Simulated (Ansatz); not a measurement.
# SnSe: the cost of one run

Computed with Ansatz 0.2.0 (DFT r2SCAN, scalar-relativistic, plane waves, PAW, unless a step's input says otherwise).

## Step 1: The structure to begin with

It takes space group P4/nmm (No. 129, tetragonal). The conventional cell has a = 4.285 Å, b = 4.285 Å, c = 10.991 Å, α = 90.00°, β = 90.00°, γ = 90.00°. Sn (site symmetry 4mm) has 5 Se at 2.68 to 3.03 Å as nearest neighbours. Se (site symmetry 4mm) is surrounded by 5 Sn at 2.68 to 3.03 Å.

Coordinates:

```xyz
4
Lattice="4.2853 0.0000 0.0000 0.0000 4.2853 0.0000 0.0000 0.0000 10.9907" Properties=species:S:1:pos:R:3 pbc="T T T"
Sn    2.1427    0.0000    4.0911
Sn    0.0000    2.1427    6.8996
Se    2.1427    0.0000    6.7707
Se    0.0000    2.1427    4.2200
```

It goes back to an entry of the Materials Project, which need not be the stable form.

No relaxation comes first: the listed cell is the starting point.

## Step 2: Zero of energy

Reference values: F = -23035.0007 eV; pressure 0.00 GPa; largest force 0.014 eV/Å; gap on the mesh 1.78 eV. It was computed beforehand with the settings of the runs below.

## Step 3: Next: one atom moved over a plane

Atom 1 (Sn) is moved by p along (0.000, 1.000, 0.000) and q along (0.000, 0.000, 1.000) (Å), all else fixed; its images in the other cells move with it. Points alike by symmetry are run once.

## Step 4: Point p = -0.450, q = -0.450

input.yaml

```yaml
crystal:
  lattice:
    - [4.2853274191, 0.0, 0.0]
    - [0.0, 4.2853274191, 0.0]
    - [0.0, 0.0, 10.99069213]
  atoms:
    - { symbol: Sn, position: [0.5, -0.1050094791, 0.3312853737] }
    - { symbol: Sn, position: [0.0, 0.5, 0.62777089] }
    - { symbol: Se, position: [0.5, 0.0, 0.61603949] }
    - { symbol: Se, position: [0.0, 0.5, 0.38396051] }
basis:
  ecutwfc: 500
kpoints:
  mp_grid: { grid: [6, 6, 4] }
hamiltonian:
  xc: r2scan
scf:
  occupations: { method: gaussian, width: 0.05 }
output:
  forces: true
  stress: true
  eigenvalues: true
```

On the command line:

```
> ansatz run input.yaml --threads 1 --pin off --max-ram 2560MiB --backend cpu --events-out ev --progress --plain --runs-dir out
```

Q: Estimate wall time and peak memory on 1 thread of Intel Xeon 6975P-C (Granite Rapids), shared host.

About 34 s, with a peak of 0.92 GiB.
